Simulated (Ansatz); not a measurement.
# Au: the cost of one run

Method: DFT PBE, scalar-relativistic, plane waves, PAW, in Ansatz 0.2.0.

The COD entry's cell or inner coordinates are ideal or old and differ from later refinements, so a difference from it is no clean test against experiment.

1 further run of the same task is left out (set aside as unsound or not needed).

## Step 1: Starting point

Symmetry: F-43m, No. 216, cubic system. The conventional cell has a = 5.960 Å, b = 5.960 Å, c = 5.960 Å, α = 90.00°, β = 90.00°, γ = 90.00°. Around In (site symmetry -43m) lie 4 P at 2.58 Å. P (site symmetry -43m) is surrounded by 4 In at 2.58 Å.

Coordinates:

```xyz
2
Lattice="0.0000 2.9800 2.9800 2.9800 0.0000 2.9800 2.9800 2.9800 0.0000" Properties=species:S:1:pos:R:3 pbc="T T T"
In    0.0000    0.0000    0.0000
P     4.4701    4.4701    4.4701
```

It is the result of an earlier relaxation at this level (volume 26.46 Å³/atom; gap on the mesh: 0.44 eV).

The bulk reference comes from a run made before at the same settings: -3177.0042 eV/atom.

## Step 2: The film's bulk on the base's lattice

The (100) plane of Au is fitted to the (100) plane of InP, a strain of +1.4 % along x and +1.4 % along y; the third vector and the atoms relax.

Contents of input.yaml:

```yaml
crystal:
  lattice:
    - [4.2144047926, 0.0, 0.0]
    - [0.0, 4.2144047926, 0.0]
    - [-2.1072023963, 0.0, 2.0457389996]
  atoms:
    - { symbol: Au, position: [0.0, 0.0, 0.0] }
    - { symbol: Au, position: [0.5, 0.5, 0.0] }
basis:
  ecutwfc: 420
kpoints:
  mp_grid: { grid: [8, 8, 17] }
hamiltonian:
  xc: pbe
scf:
  occupations: { method: gaussian, width: 0.1 }
output:
  forces: true
  stress: true
  eigenvalues: true
relax:
  adjacent_minimum: "off"
  f_tol: 0.01
  max_steps: 50
  cell: { fix: [a, b, gamma], stress_tol: 0.1 }
```

Started as:

```bash
ansatz run input.yaml --threads 4 --pin off --max-ram 10240MiB --backend cpu --events-out ev --progress --plain --runs-dir out
```

**Question.** How long does this run take on 4 threads of Intel Xeon at 2.50GHz (Skylake/Cascade Lake), shared host, and how much memory does it need?

About 72 s, with a peak of 0.56 GiB.
